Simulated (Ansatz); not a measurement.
Computed with Ansatz 0.2.0, DFT, RPBE, plane waves (420 eV) with PAW, scalar-relativistic. The PAW files were generated under PBE, with cores re-solved for the functional.

An element in the simple cubic structure gives this curve. The cell is scaled uniformly from the relaxed one, with fractional coordinates and shape fixed. Energies are extrapolated to zero smearing, pressures are those at the given smearing. Magnetic state: spin not included.

```
V (Å³/atom)  E − E₀ (meV/atom)  P (GPa)
     19.324               67.9     9.69
     20.202               26.8     5.51
     21.081                5.8     2.33
     21.959                0.0    -0.09
     22.837                5.9    -1.92
     23.716               20.5    -3.30
     24.594               41.7    -4.32
```

**Question.** Which element is it?
A. silver
B. germanium
C. aluminium
D. tantalum

**Answer.** A. Its fit is V₀ = 21.91 Å³/atom, B₀ = 53 GPa, B₀′ = 5.9.
